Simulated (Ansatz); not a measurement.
# Os: which structure wins, scalar-relativistic, part 2 of 2

Aim: relax Os in several structures (fcc, bcc, hcp) and rank them by energy, scalar-relativistic. Methods of the runs shown: PAW and LAPW.

Ansatz 0.2.0; DFT PBE; a cell built from a prototype (fcc type), not taken from measurement. The steps go on from the part before.

## 5. Bcc relaxed, LAPW

input.yaml

```yaml
crystal:
  lattice:
    - [-1.5459096614, 1.5459096614, 1.5459096614]
    - [1.5459096614, -1.5459096614, 1.5459096614]
    - [1.5459096614, 1.5459096614, -1.5459096614]
  atoms:
    - { symbol: Os, position: [0.0, 0.0, 0.0] }
kpoints:
  mp_grid: { grid: [19, 19, 19] }
scf:
  occupations: { method: fermi_dirac, width: 0.05 }
hamiltonian:
  xc: pbe
  pseudopotentials: { kind: all_electron, lapw: { basis_error: 0.0005 } }
output:
  forces: true
  stress: true
  eigenvalues: true
  populations: true
relax:
  f_tol: 0.005
  max_steps: 25
  cell: {}
```

Launch:

```
> ansatz run input.yaml --threads 1 --pin off --max-ram 3072MiB --backend cpu --events-out ev --progress --plain --runs-dir out
```

Log (excerpt; [...] marks lines left out):

```text
[...]
Os: projections on atomic orbitals take those of the free atom 1s2 2s2 2p6 3s2 3p6 3d10 4s2 4p6 4d10 4f14 5s2 5p6 5d6 6s2, of charge +0.00 (hamiltonian.pseudopotentials.projection_atoms)
LAPW: plane waves up to 9.488 Å⁻¹, error target 5.0e-4 eV per atom; small_component_spin mean_spin; Os in spheres of 1.299 Å, 46 of its electrons in bands, Dirac shells []
[...]
Pseudopotentials: kind: all_electron
Pseudopotential: Os, LAPW, valence charge 46, Koelling and Harmon's equation, gaussian nucleus
Functional definition: PBE
[...]
Crystal: 1 atoms, lattice volume = 14.778 Å³
Basis set: ecut = 343.01233291164453 eV, 201 PW (Γ), exchange–correlation at level 2
Bands: 28, of which v1, the nominal top of the filled ones, is band 23 counted from 1 (22 counted from 0)
Symmetry: 48 space group operations
Space group: Im-3m (ITA 229), of the structure as read, at distance tolerance 2.5e-5 Å
[...]
Fermi energy:    31.016344 eV
[...]
--- Forces (eV/Å), atoms counted from 1 ---
  atom   1  Os    -0.00000000    -0.00000000    -0.00000000
[...]
--- Stress (GPa, compression-positive) ---
       -0.045180       0.000000      -0.000000
        0.000000      -0.045180      -0.000000
       -0.000000      -0.000000      -0.045180
  P = ⅓ Tr σ = -0.0452 GPa (-0.452 kbar)
--- Band table (eV; the first three rows and the last of 220) ---
[...]
--- Relaxed structure (1 steps of the walk, 1 accepted, 1 SCFs on fresh bases) ---
  F+E_penalty+E_count = -469425.02619239 eV   max|allowed force component| = 0.000e0 eV/Å   (the final SCF, on the basis selected at the relaxed cell)
  cell:  # Å, volume = 14.7779 Å³
    - [-1.5459096614, 1.5459096614, 1.5459096614]
    - [1.5459096614, -1.5459096614, 1.5459096614]
    - [1.5459096614, 1.5459096614, -1.5459096614]
  atoms:
    - { symbol: Os, position: [0.0, 0.0, 0.0] }
--- Löwdin populations: 1 site ---
  site symbol       q [e]
     0     Os     75.8182
  spilling = 0.002391 (of n_electrons = 76.000000)
```

Wall time 19 s (1 thread of AMD EPYC 9R45 (Zen 5), shared host); peak memory 0.61 GiB.

Relaxation path:

```csv
step,energy from step 1 (eV/cell),largest force component (eV/Å),pressure (GPa),volume (Å³)
1,0.0000,0.0000,-0.05,14.78
2,0.0000,0.0000,-0.05,14.78
```

Step 1 is the start. Step 2 repeats the geometry before on a plane-wave basis chosen anew for that cell, so the energy can jump there without any move; the table keeps such jumps.

| input's cell | before | after | change |
| --- | --- | --- | --- |
| a (Å) | 2.678 | 2.678 | -0.0 % |
| b (Å) | 2.678 | 2.678 | -0.0 % |
| c (Å) | 2.678 | 2.678 | -0.0 % |
| volume (Å³/atom) | 14.78 | 14.78 | -0.0 % |

Result: pressure -0.05 GPa; no gap.

## 6. Hcp relaxed, PAW

input.yaml

```yaml
crystal:
  lattice:
    - [2.7305981567, 0.0, 0.0]
    - [-1.3652990784, 2.3647673712, 0.0]
    - [0.0, 0.0, 4.4235690139]
  atoms:
    - { symbol: Os, position: [0.3333333333, 0.6666666667, 0.25] }
    - { symbol: Os, position: [0.6666666667, 0.3333333333, 0.75] }
kpoints:
  mp_grid: { grid: [17, 17, 9] }
scf:
  occupations: { method: fermi_dirac, width: 0.05 }
hamiltonian:
  xc: pbe
  pseudopotentials: { kind: paw }
output:
  forces: true
  stress: true
  write_density: true
  write_potential: true
  elf: true
  volumetric_format: npy
relax:
  f_tol: 0.005
  max_steps: 40
  cell: {}
```

Launch:

```
> ansatz run input.yaml --threads 1 --pin off --max-ram 3072MiB --backend cpu --events-out ev --progress --plain --runs-dir out
```

Log (excerpt; [...] marks lines left out):

```text
[...]
[... 3 set-up lines as earlier in the session ...]
[...]
Crystal: 2 atoms, lattice volume = 28.564 Å³
Basis set: ecut = 420 eV, 573 PW (Γ), exchange–correlation on 40×40×60 points (8 copies of the dense FFT grid, shifted against one another)
Bands: 20, of which v1, the nominal top of the filled ones, is band 16 counted from 1 (15 counted from 0)
Symmetry: 24 space group operations
Space group: P63/mmc (ITA 194), of the structure as read, at distance tolerance 3.1e-5 Å
k-points: 165 of 2601
[...]
SCF iter   1: F=—  HF=-22769.069530 eV  |F-HF|=—  |Δ(HF+E_count)|=         —  Δρ=8.87e-3  dr2=8.06e-3  ethr=1.77e-3  ⟨swp⟩=4.9  Hψ=12936  notcnv=0
[...]
relax step   1: F+E_penalty+E_count = -22769.07420149 eV  Δ(F+E_penalty+E_count) = +0.000e0 eV  max|allowed force component| = 6.476e-17 eV/Å  Δτ_max = 0.0000 Å  P = -0.273 GPa  Ω = 28.564 Å³  (6 SCF iters, dr2 threshold 1.00e-7 eV, accepted)
[...]
relax step   3: F+E_penalty+E_count = -22769.09998706 eV  Δ(F+E_penalty+E_count) = -2.579e-2 eV  max|allowed force component| = 1.434e-16 eV/Å  Δτ_max = 0.0000 Å  P = -0.950 GPa  Ω = 28.621 Å³  energy of the carried Pulay correction = -2.029e-5 eV  (7 SCF iters, accepted)
[...]
relax step   4: F+E_penalty+E_count = -22769.10025176 eV  Δ(F+E_penalty+E_count) = -2.647e-4 eV  max|allowed force component| = 1.642e-16 eV/Å  Δτ_max = 0.0000 Å  P = +0.082 GPa  Ω = 28.548 Å³  energy of the carried Pulay correction = +2.012e-5 eV  (6 SCF iters, dr2 threshold 2.00e-7 eV, accepted)
[...]
SCF iter   1: F=—  HF=-22769.100229 eV  |F-HF|=—  |Δ(HF+E_count)|=         —  Δρ=2.03e-5  dr2=8.00e-8  ethr=1.14e-10  ⟨swp⟩=3.0  Hψ=18021  notcnv=0
[...]
```

## 7. The output, continued: hcp relaxed, PAW files

The log, continued (excerpt; [...] marks lines left out):

```text
[...]
SCF iter   2: F=-22769.100251 eV  HF=-22769.100251 eV  |F-HF|=4.69e-10  |Δ(HF+E_count)|=   2.26e-5  Δρ=8.05e-6  dr2=8.36e-9  ethr=1.14e-10  ⟨swp⟩=2.3  Hψ=5116  notcnv=0
[...]
relax step   5: F+E_penalty+E_count = -22769.10025107 eV  Δ(F+E_penalty+E_count) = +6.902e-7 eV  max|allowed force component| = 9.714e-17 eV/Å  Δτ_max = 0.0000 Å  P = -0.001 GPa  Ω = 28.553 Å³  energy of the carried Pulay correction = +1.692e-5 eV  (6 SCF iters, accepted)
[...]
relax step   6: F+E_penalty+E_count = -22769.10020297 eV  Δ(F+E_penalty+E_count) = +4.810e-5 eV  max|allowed force component| = 1.712e-16 eV/Å  Δτ_max = 0.0000 Å  P = +0.001 GPa  Ω = 28.553 Å³  stress off target by 1.22e-2 GPa  SCF on the basis re-selected at this cell (its energy is not [...]
SCF converged after 8 iterations
Free energy (F): -22769.100203 eV
[...]
E sigma→0 (E₀):  -22769.095388 eV
[...]
       -0.000000      -0.000000       0.012242
  P = ⅓ Tr σ = 0.0009 GPa (0.009 kbar)
--- Band table (eV; the first three rows and the last of 165) ---
  k-point 0: bands = ["-61.1911", "-61.0838", "-21.1629", "-20.2905", "-20.2905", "-20.1212", "-20.1212", "-20.0651", "14.6144", "17.7738", "22.4154", "22.4154", "22.6957", "23.2385", "23.2385", "23.8489", "23.8489", "25.4249", "27.0335", "27.0335"]
[...]
--- Relaxed structure (5 steps of the walk, 4 accepted, 1 SCFs on fresh bases) ---
  F+E_penalty+E_count = -22769.10020297 eV   max|allowed force component| = 1.712e-16 eV/Å   (the final SCF, on the basis selected at the relaxed cell)
  cell:  # Å, volume = 28.5535 Å³
    - [2.755475304716556, 2.9130508560082096e-11, -4.92255537524891e-30]
    - [-1.3777376523835059, 2.3863116133706397, -4.0373420493042793e-19]
    - [9.661673771425886e-33, -7.552312081654754e-19, 4.342452926233165]
  atoms:
    - { symbol: Os, position: [0.33333333333333337, 0.6666666666666665, 0.24999999999999997] }
    - { symbol: Os, position: [0.6666666666666667, 0.33333333333333326, 0.75] }
```

Run time: 9 s. Hardware: 1 thread of AMD EPYC 9R45 (Zen 5), shared host; peak memory 0.52 GiB.

The steps of the relaxation:

```csv
step,energy from step 1 (eV/cell),largest force component (eV/Å),pressure (GPa),volume (Å³)
1,0.0000,0.0000,-0.27,28.56
2x,0.0381,0.0000,2.44,28.50
3,-0.0258,0.0000,-0.95,28.62
4,-0.0261,0.0000,0.08,28.55
5,-0.0261,0.0000,0.00,28.55
6,-0.0260,0.0000,0.00,28.55
```

Step 1 is the start. Step 6 repeats the geometry before on a plane-wave basis chosen anew for that cell, so the energy can jump there without any move; the table keeps such jumps. 1 step was tried and not accepted (marked x).

| input's cell | before | after | change |
| --- | --- | --- | --- |
| a (Å) | 2.731 | 2.755 | +0.9 % |
| b (Å) | 2.731 | 2.755 | +0.9 % |
| c (Å) | 4.424 | 4.342 | -1.8 % |
| volume (Å³/atom) | 14.28 | 14.28 | -0.0 % |

This run gives: pressure 0.00 GPa; no gap.

## 8. Hcp relaxed, LAPW

input.yaml

```yaml
crystal:
  lattice:
    - [2.7554753047, 0.0, 0.0]
    - [-1.3777376524, 2.3863116134, 0.0]
    - [0.0, 0.0, 4.3424529262]
  atoms:
    - { symbol: Os, position: [0.3333333333, 0.6666666667, 0.25] }
    - { symbol: Os, position: [0.6666666667, 0.3333333333, 0.75] }
kpoints:
  mp_grid: { grid: [17, 17, 9] }
scf:
  occupations: { method: fermi_dirac, width: 0.05 }
hamiltonian:
  xc: pbe
  pseudopotentials: { kind: all_electron, lapw: { basis_error: 0.0005 } }
output:
  forces: true
  stress: true
  eigenvalues: true
  populations: true
relax:
  f_tol: 0.005
  max_steps: 25
  cell: {}
```

Launch:

```
> ansatz run input.yaml --threads 1 --pin off --max-ram 3072MiB --backend cpu --events-out ev --progress --plain --runs-dir out
```

Log (excerpt; [...] marks lines left out):

```text
[...]
Os: projections on atomic orbitals take those of the free atom 1s2 2s2 2p6 3s2 3p6 3d10 4s2 4p6 4d10 4f14 5s2 5p6 5d6 6s2, of charge +0.00 (hamiltonian.pseudopotentials.projection_atoms)
LAPW: plane waves up to 9.425 Å⁻¹, error target 5.0e-4 eV per atom; small_component_spin mean_spin; Os in spheres of 1.305 Å, 46 of its electrons in bands, Dirac shells []
[...]
[... 3 set-up lines as earlier in the session ...]
[...]
Crystal: 2 atoms, lattice volume = 28.553 Å³
Basis set: ecut = 338.4396778921477 eV, 391 PW (Γ), exchange–correlation at level 2
Bands: 56, of which v1, the nominal top of the filled ones, is band 46 counted from 1 (45 counted from 0)
[... 2 set-up lines as earlier in the session ...]
[...]
--- Stress (GPa, compression-positive) ---
       -0.000100      -0.000000       0.000000
       -0.000000      -0.000100       0.000000
        0.000000       0.000000       0.006519
  P = ⅓ Tr σ = 0.0021 GPa (0.021 kbar)
--- Band table (eV; the first three rows and the last of 165) ---
[...]
--- Relaxed structure (1 steps of the walk, 1 accepted, 1 SCFs on fresh bases) ---
  F+E_penalty+E_count = -938851.83253515 eV   max|allowed force component| = 1.850e-17 eV/Å   (the final SCF, on the basis selected at the relaxed cell)
  cell:  # Å, volume = 28.5535 Å³
    - [2.7554753047168203, 2.8867519146013058e-11, 0.0]
    - [-1.3777376523834102, 2.386311613371, 0.0]
    - [0.0, 0.0, 4.3424529262]
  atoms:
    - { symbol: Os, position: [0.33333333333333337, 0.6666666666666667, 0.25] }
    - { symbol: Os, position: [0.6666666666666666, 0.33333333333333337, 0.7500000000000001] }
--- Löwdin populations: 2 sites ---
  site symbol       q [e]
     0     Os     75.8154
     1     Os     75.8154
  spilling = 0.002429 (of n_electrons = 152.000000)
```

Run time: 49 s. Hardware: 1 thread of AMD EPYC 9R45 (Zen 5), shared host; peak memory 0.97 GiB.

Step by step:

```csv
step,energy from step 1 (eV/cell),largest force component (eV/Å),pressure (GPa),volume (Å³)
1,0.0000,0.0000,0.00,28.55
2,0.0000,0.0000,0.00,28.55
```

Step 1 is the start. Step 2 repeats the geometry before on a plane-wave basis chosen anew for that cell, so the energy can jump there without any move; the table keeps such jumps.

| input's cell | before | after | change |
| --- | --- | --- | --- |
| a (Å) | 2.755 | 2.755 | -0.0 % |
| b (Å) | 2.755 | 2.755 | +0.0 % |
| c (Å) | 4.342 | 4.342 | -0.0 % |
| volume (Å³/atom) | 14.28 | 14.28 | -0.0 % |

Read from it: pressure 0.00 GPa; no gap.

## 9. The series in one table

Free energy per atom, from each method's lowest phase:

```
method  start  space group, start → end  volume (Å³/atom)  pressure (GPa)  free energy (meV/atom)
  LAPW    fcc             Fm-3m → Fm-3m            14.332             0.0                   136.1
  LAPW    bcc             Im-3m → Im-3m            14.778             0.0                   890.1
  LAPW    hcp       P6_3/mmc → P6_3/mmc            14.277             0.0                     0.0
   PAW    fcc             Fm-3m → Fm-3m            14.332             0.0                   136.1
   PAW    bcc             Im-3m → Im-3m            14.778             0.0                   890.7
   PAW    hcp       P6_3/mmc → P6_3/mmc            14.277             0.0                     0.0
```

## 10. Results

This closing draws on all 2 parts.

| quantity | value |
| --- | --- |
| lowest (LAPW) | hcp, 136.1 meV/atom under fcc |
| lowest (PAW) | hcp, 136.1 meV/atom under fcc |

By LAPW the order is hcp < fcc < bcc. By PAW the order is hcp < fcc < bcc. The methods agree on the lowest phase. Only these structures were tried, with electrons smeared by 0.05 eV and without vibrations, so the true ground state may be another. The k meshes differ between phases and weren't tested, which can move differences by some meV. Spin-orbit coupling is left out, though the cell holds Os; in elements this heavy it can shift bands and gaps by tenths of an eV.
